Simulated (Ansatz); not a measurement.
## Te2Mo: how the plane-wave cutoff moves the results

Method: DFT LDA, scalar-relativistic, plane waves, PAW in Ansatz 0.2.0.

```
Te Mo
1.0
     6.36161    0.00000    0.00000
     0.00000    3.48040    0.00000
    -0.08574    0.00000   36.17589
Te Mo
4 2
Direct
  0.07915 0.75000 0.44347
  0.92085 0.25000 0.55653
  0.57075 0.25000 0.45930
  0.42925 0.75000 0.54070
  0.81865 0.75000 0.50253
  0.18135 0.25000 0.49747
```

| Quantity | Value |
| --- | --- |
| Γ-centred k-mesh | 6×10×1 |
| occupation rule | Gaussian smearing, 0.1 eV |
| spin treatment | unpolarised |
| valence charge of the PAW sets | Te 16, Mo 14 |

The atoms are held and the plane-wave cutoff is swept. Energies are extrapolated to zero smearing and count from the reference run, 850 eV. The cell isn't necessarily relaxed at this level. Spin–orbit coupling is left out. Pressure is positive in compression and holds a correction for the finite cutoff (Pulay stress).

Times are rough; the reference took 120 s on 1 thread of Intel(R) Xeon(R) 6975P-C (Granite Rapids) (shared host), peak memory 2.3 GiB.

Q: One run gave ΔE = 40627 meV/atom and P = -1.56 GPa. Which plane-wave cutoff did it use, of 150, 200, 250, 300, 350, 380, 420, 460, 520, 600, 700?

A: 150 eV. All runs:

| cutoff (eV) | ΔE (meV/atom) | P (GPa) | largest change of a force component (eV/Å) | plane waves at Γ | wall time (s) |
| --- | --- | --- | --- | --- | --- |
| 150 | 40627 | -1.56 | 1.052 | 3419 | 8.1 |
| 200 | 6133 | -1.27 | 0.701 | 5081 | 10 |
| 250 | 731 | -0.83 | 0.157 | 7239 | 13 |
| 300 | 58.0 | -0.89 | 0.016 | 9403 | 17 |
| 350 | 4.15 | -0.89 | 0.002 | 11925 | 21 |
| 380 | 2.06 | -0.89 | 0.001 | 13499 | 25 |
| 420 | 1.20 | -0.89 | 0.002 | 15635 | 40 |
| 460 | 0.58 | -0.89 | 0.001 | 17891 | 33 |
| 520 | 0.31 | -0.89 | 0.001 | 21707 | 40 |
| 600 | 0.17 | -0.89 | 0.000 | 26683 | 81 |
| 700 | 0.07 | -0.89 | 0.000 | 33787 | 84 |
| 850 | 0.00 | -0.89 | 0.000 | 45117 | 120 |